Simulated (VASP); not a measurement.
# CuI (P4/nmm) in VASP: a series of runs

The runs below take CuI through G0W0 quasiparticle levels, band structure, with LDA.

All numbers are computed with VASP 6.6.1; they aren't measurements. Logs are shortened: lines on timing, memory, paths and dates and some standing lists are left out, and cuts for length are marked.

### Step 1. The crystal as given

The structure is tetragonal, space group P4/nmm (No. 129). Conventional cell: a = 4.090 Å, b = 4.090 Å, c = 6.551 Å, α = 90.00°, β = 90.00°, γ = 90.00°. I (site symmetry 4mm) has 4 Cu at 2.65 Å as nearest neighbours. Cu (site symmetry -4m2) has 4 I at 2.65 Å and 4 Cu at 2.89 Å as nearest neighbours.

Measurements of this composition are mostly on another form, of space group No. 216.

### Step 2. G0W0 quasiparticle levels, LDA

Input file POSCAR:

```
CuI
1.0
    4.0901961900      0.0000000000      0.0000000000
    0.0000000000      4.0901961900      0.0000000000
    0.0000000000      0.0000000000      6.5514580400
I Cu
2 2
Direct
    0.0000000000      0.5000000000      0.7430343600
    0.5000000000      0.0000000000      0.2569656400
    0.0000000000      0.0000000000      0.0000000000
    0.5000000000      0.5000000000      0.0000000000
```

Input file INCAR.step1:

```
SYSTEM = CuI
ALGO = Normal
EDIFF = 1E-8
ENCUT = 500
GGA = CA
ISMEAR = 0
KPAR = 4
LASPH = .TRUE.
LCHARG = .FALSE.
LREAL = .FALSE.
LWAVE = .TRUE.
NELM = 60
PREC = Accurate
SIGMA = 0.01
```

Input file INCAR.step2:

```
SYSTEM = CuI
ALGO = Exact
EDIFF = 1E-8
ENCUT = 500
GGA = CA
ISMEAR = 0
ISTART = 1
KPAR = 4
LASPH = .TRUE.
LCHARG = .FALSE.
LOPTICS = .TRUE.
LREAL = .FALSE.
LWAVE = .TRUE.
NBANDS = 345
NELM = 1
PREC = Accurate
SIGMA = 0.01
```

Input file INCAR.step3:

```
SYSTEM = CuI
ALGO = EVGW0
EDIFF = 1E-8
ENCUT = 500
ENCUTGW = 120
GGA = CA
ISMEAR = 0
ISTART = 1
KPAR = 4
LASPH = .TRUE.
LCHARG = .FALSE.
LREAL = .FALSE.
LWAVE = .FALSE.
NBANDS = 345
NBANDSGW = 26
NELMGW = 1
NOMEGA = 50
PREC = Accurate
PRECFOCK = Fast
SIGMA = 0.01
```

Input file KPOINTS:

```
k-points
0
G
  4 4 2
  0 0 0
```

Potentials or basis: VASP PAW LDA potentials, release 64 (I_GW, Cu_GW).

On the command line:

```console
cat potpaw_LDA.64/I_GW/POTCAR potpaw_LDA.64/Cu_GW/POTCAR > POTCAR
cp INCAR.step1 INCAR
mpirun -np 4 vasp_std > vasp.out
cp INCAR.step2 INCAR
mpirun -np 4 vasp_std > vasp.out
cp INCAR.step3 INCAR
mpirun -np 4 vasp_std > vasp.out
```

OUTCAR:

```text
SYSTEM = CuI
   EDIFF = 1E-8
   ENCUT = 500
   ENCUTGW = 120
   GGA = CA
   ISMEAR = 0
   ISTART = 1
   LASPH = .TRUE.
   LREAL = .FALSE.
   NELMGW = 1
   PREC = Accurate
   PRECFOCK = Fast

 ion  position               nearest neighbor table
   1  0.000  0.500  0.743-   3 2.65   4 2.65   3 2.65   4 2.65
   2  0.500  0.000  0.257-   3 2.65   4 2.65   4 2.65   3 2.65
   3  0.000  0.000  0.000-   1 2.65   2 2.65   1 2.65   2 2.65
   4  0.500  0.500  0.000-   1 2.65   2 2.65   2 2.65   1 2.65

  LATTYP: Found a simple tetragonal cell.
 ALAT       =     4.0901961900
 C/A-ratio  =     1.6017466487

  Lattice vectors:

 A1 = (   4.0901961900,   0.0000000000,   0.0000000000)
 A2 = (   0.0000000000,   4.0901961900,   0.0000000000)
 A3 = (   0.0000000000,   0.0000000000,   6.5514580400)

Analysis of symmetry for initial positions (statically):
=====================================================================
 Subroutine PRICEL returns:
 Original cell was already a primitive cell.

 Routine SETGRP: Setting up the symmetry group for a
 simple tetragonal supercell.

 Subroutine GETGRP returns: Found 16 space group operations
 (whereof  8 operations were pure point group operations)
 out of a pool of 16 trial point group operations.

The static configuration has the point symmetry D_2d.
 The point group associated with its full space group is D_4h.

Analysis of symmetry for dynamics (positions and initial velocities):
=====================================================================
 Subroutine PRICEL returns:
 Original cell was already a primitive cell.

 Routine SETGRP: Setting up the symmetry group for a
 simple tetragonal supercell.

 Subroutine GETGRP returns: Found 16 space group operations
 (whereof  8 operations were pure point group operations)
 out of a pool of 16 trial point group operations.

The dynamic configuration has the point symmetry D_2d.
 The point group associated with its full space group is D_4h.

 Subroutine INISYM returns: Found 16 space group operations
 (whereof  8 operations are pure point group operations),
 and found     1 'primitive' translations

----------------------------------------------------------------------------------------

                                     Primitive cell

  volume of cell :     109.6040

  direct lattice vectors                    reciprocal lattice vectors
     4.090196190  0.000000000  0.000000000     0.244487050  0.000000000  0.000000000
     0.000000000  4.090196190  0.000000000     0.000000000  0.244487050  0.000000000
     0.000000000  0.000000000  6.551458040     0.000000000  0.000000000  0.152637778

  length of vectors
     4.090196190  4.090196190  6.551458040     0.244487050  0.244487050  0.152637778

  position of ions in fractional coordinates (direct lattice)
     0.000000000  0.500000000  0.743034360
     0.500000000  0.000000000  0.256965640
     0.000000000  0.000000000  0.000000000
     0.500000000  0.500000000  0.000000000

  ion indices of the primitive-cell ions
   primitive index   ion index
                 1           1
                 2           2
                 3           3
                 4           4

----------------------------------------------------------------------------------------

 KPOINTS: k-points

Automatic generation of k-mesh.
 Grid dimensions read from file:
 generate k-points for:    4    4    2

 Generating k-lattice:

  Cartesian coordinates                     Fractional coordinates (reciprocal lattice)
     0.061121762  0.000000000  0.000000000     0.250000000  0.000000000  0.000000000
     0.000000000  0.061121762  0.000000000     0.000000000  0.250000000  0.000000000
     0.000000000  0.000000000  0.076318889     0.000000000  0.000000000  0.500000000

  Length of vectors
     0.061121762  0.061121762  0.076318889

  Shift w.r.t. Gamma in fractional coordinates (k-lattice)
     0.000000000  0.000000000  0.000000000

 Subroutine IBZKPT returns following result:
 ===========================================

 Found     12 irreducible k-points:

 Following reciprocal coordinates:
            Coordinates               Weight
  0.000000  0.000000  0.000000      1.000000
  0.250000  0.000000  0.000000      4.000000
  0.500000  0.000000  0.000000      2.000000
  0.250000  0.250000  0.000000      4.000000
  0.500000  0.250000  0.000000      4.000000
  0.500000  0.500000  0.000000      1.000000
  0.000000  0.000000  0.500000      1.000000
  0.250000  0.000000  0.500000      4.000000
  0.500000  0.000000  0.500000      2.000000
  0.250000  0.250000  0.500000      4.000000
  0.500000  0.250000  0.500000      4.000000
  0.500000  0.500000  0.500000      1.000000
   k-points           NKPTS =     12   k-points in BZ     NKDIM =     32   number of bands    NBANDS=    345
   number of dos      NEDOS =    301   number of ions     NIONS =      4
   total plane-waves  NPLWV =  43200
   dimension x,y,z NGX =    30 NGY =   30 NGZ =   48
   dimension x,y,z NGXF=    60 NGYF=   60 NGZF=   96
   ions per type =               2   2
   NGX,Y,Z   is equivalent  to a cutoff of  12.19, 12.19, 12.18 a.u.
   NGXF,Y,Z  is equivalent  to a cutoff of  24.39, 24.39, 24.36 a.u.
 SYSTEM =  CuI
   PREC   = accura    normal or accurate (medium, high low for compatibility)
   ISTART =      1    job   : 0-new  1-cont  2-samecut
   ICHARG =      0    charge: 1-file 2-atom 10-const
   ISPIN  =      1    spin polarized calculation?
   LNONCOLLINEAR =      F non collinear calculations
   LSORBIT =      F    spin-orbit coupling
   LASPH  =      T    aspherical Exc in radial PAW
   ENCUT  =  500.0 eV  36.75 Ry    6.06 a.u.   7.46  7.46 11.94*2*pi/ulx,y,z
   NELM   =     60;   NELMIN=  2; NELMDL=  0     # of ELM steps
   EDIFF  = 0.1E-07   stopping-criterion for ELM
   LREAL  =      F    real-space projection
   EDIFFG = 0.1E-06   stopping-criterion for IOM
   NSW    =      0    number of steps for IOM
   IBRION =     -1    ionic relax: 0-MD 1-quasi-New 2-CG
   NFREE  =      0    steps in history (QN), initial steepest desc. (CG)
   ISIF   =      0    stress and relaxation
   ISYM   =      3    0-nonsym 1-usesym 2-fastsym
   POTIM  = 0.5000    time-step for ionic-motion
   TEBEG  =    0.0;   TEEND  =   0.0 temperature during run
   PSTRESS=    0.0 pullay stress
   NELECT =      36.0000    total number of electrons
   NUPDOWN=      -1.0000    fix difference up-down
   EMIN   =  10.00;   EMAX   =-10.00  energy-range for DOS
   EFERMI =   0.00;   METHOD = LEGACY
   ISMEAR =     0;   SIGMA  =   0.01  broadening in eV -4-tet -1-fermi 0-gaus
   EFERMI_NEDOS =   21; number of points for ismear=-14 and -15
   IALGO  =     38    algorithm
   IMIX   =      4    mixing-type and parameters
     AMIX     =   0.40;   BMIX     =  1.00
     AMIX_MAG =   1.60;   BMIX_MAG =  1.00
  volume/ion in A,a.u.               =      27.40       184.91
  Fermi-wavevector in a.u.,A,eV,Ry     =   1.129536  2.134514 17.359028  1.275853
  Thomas-Fermi vector in A             =   2.266230
   LORBIT       =      0    0 simple, 1 ext, 2 COOP (PROOUT), +10 PAW based schemes
   GGA     = CA    functional components
   LHFCALC =     T    Hartree Fock is set to
   PRECFOCK=fast      Normal, Fast or Accurate (Low or Medium for compatibility)
   ENCUT4O =  -1.0   cutoff for four orbital integrals eV
   NKREDX  =     1    reduce k-point grid by
   NKREDY  =     1    reduce k-point grid by
   NKREDZ  =     1    reduce k-point grid by
   AEXX    =    1.0000 exact exchange contribution
   HFSCREEN=    0.0000 screening length (either q_TF or 0.3 A-1)
   HFSCREENC=   0.0000 screening length for correlation (either q_TF or 0.3 A-1)
   ENCUTFOCK=  -1.0 apply spherical cutoff to Coloumb kernel
   IVDW    =     0    specifies the selected vdW correction
   LEPSILON=     F    determine dielectric tensor
   LRPA    =     F    only Hartree local field effects (RPA)
   LRPAFORCE           =     F    calculate RPA forces
   ENCUTGW             = 120.0    cutoff for response function in eV
   ENCUTGWSOFT         =  96.0    soft cutoff for Coulomb kernel in GW response function in eV
   ENCUTLF             =  -1.0    cutoff for local field effects
   NELMGW              =     1    number of iterations in solving QP/BSE equation
   NELMHF              =     1    number of iterations in the inner HF iteration
   NKREDLFX            =     1    NKREDLFY  =   1   NKREDLFZ  =   1
 non-spin polarized calculation
 Gauss-broadening in eV      SIGMA  =   0.01
  energy-cutoff  :      500.00
  volume of cell :      109.60
 maximum number of plane-waves:      2818
 NGX is ok and might be reduce to    30
  NGX = 16; NGY = 16; NGZ = 28
   NGX = 15   NGY = 15   NGZ = 23
 maximum number of plane-waves:       340

 QP shifts <psi_nk| G(iteration)W_0 |psi_nk>: iteration 1
 for sc-GW calculations column KS-energies equals QP-energies in previous step
 and V_xc(KS)=  KS-energies - (<T + V_ion + V_H > + <T+V_H+V_ion>^1  + <V_x>^1)

 k-point   1 :       0.0000    0.0000    0.0000
  band No.  KS-energies  QP-energies   sigma(KS)   V_xc(KS)     V^pw_x(r,r')   Z            occupation Imag(sigma)

      1     -10.2021     -10.6203     -12.8516     -12.2286     -19.0467       0.6713       2.0000       1.2137
      2      -9.5144      -9.8962     -13.2005     -12.6463     -19.1440       0.6890       2.0000       1.1075
      3      -2.0866      -2.6758     -11.8823     -11.0468     -15.0931       0.7051       2.0000       0.2957
      4      -0.0767      -0.6279     -15.7168     -14.8759     -21.4472       0.6555       2.0000       0.2353
      5       0.1193      -0.4458     -16.1406     -15.2800     -22.0249       0.6566       2.0000       0.2368
      6       0.1193      -0.4458     -16.1406     -15.2800     -22.0249       0.6566       2.0000       0.2368
[... 18 lines left out ...]
     25      12.1351      12.6826      -9.5637     -10.2839      -4.9764       0.7601       0.0000      -0.2155
     26      12.2700      12.7605      -7.4110      -8.0567      -2.3283       0.7597       0.0000      -0.2363

 k-point   2 :       0.2500    0.0000    0.0000
  band No.  KS-energies  QP-energies   sigma(KS)   V_xc(KS)     V^pw_x(r,r')   Z            occupation Imag(sigma)

      1      -9.9858     -10.3984     -12.9487     -12.3438     -19.0638       0.6820       2.0000       1.1841
      2      -9.4755      -9.8544     -13.2218     -12.6738     -19.1553       0.6913       2.0000       1.1025
      3      -1.7160      -2.3025     -11.9607     -11.1349     -14.9008       0.7104       2.0000       0.2493
      4      -0.6272      -1.3019     -12.0742     -11.1483     -14.6037       0.7287       2.0000       0.1773
      5      -0.4959      -1.1033     -13.9750     -13.0854     -18.3690       0.6828       2.0000       0.2301
      6       0.0022      -0.5821     -15.1548     -14.2842     -20.1671       0.6710       2.0000       0.2081
[... 288 lines left out ...]
     25      11.4291      11.8930      -9.2398      -9.8465      -4.9058       0.7646       0.0000      -0.1752
     26      11.4291      11.8930      -9.2398      -9.8465      -4.9058       0.7646       0.0000      -0.1752

 k-point  12 :       0.5000    0.5000    0.5000
  band No.  KS-energies  QP-energies   sigma(KS)   V_xc(KS)     V^pw_x(r,r')   Z            occupation Imag(sigma)

      1      -9.3185      -9.6804     -13.2881     -12.7658     -19.1801       0.6929       2.0000       1.0819
      2      -9.3185      -9.6804     -13.2881     -12.7658     -19.1801       0.6929       2.0000       1.0819
      3      -1.5875      -2.1673     -12.4705     -11.6439     -15.7969       0.7014       2.0000       0.2642
      4      -1.5875      -2.1673     -12.4705     -11.6439     -15.7969       0.7014       2.0000       0.2642
      5      -0.4160      -1.1443     -12.3136     -11.3082     -15.0446       0.7244       2.0000       0.1752
      6      -0.4160      -1.1443     -12.3136     -11.3082     -15.0446       0.7244       2.0000       0.1752
[... 18 lines left out ...]
     25       9.7087      10.0933      -7.2355      -7.7315      -2.9453       0.7754       0.0000      -0.1297
     26       9.7087      10.0933      -7.2355      -7.7315      -2.9453       0.7754       0.0000      -0.1297
```

It took 9.6 min on 4 MPI ranks of Intel Xeon Platinum 8559C (Emerald Rapids), shared host; peak memory 2.3 GiB.

Results:

* Band gap on the k mesh, mean-field level: 1.42 eV, direct
* Quasiparticle gap: 2.67 eV
* Least direct quasiparticle gap: 2.67 eV

Caveat: the k mesh is coarse (spacing up to 0.48 Å⁻¹), so the values aren't converged; bands, screening cutoff and mesh are small and nothing is extrapolated, so the quasiparticle values aren't converged; spin-orbit coupling is left out, which moves the levels of the heavy elements.

(Part 1 of 2 ends here.)
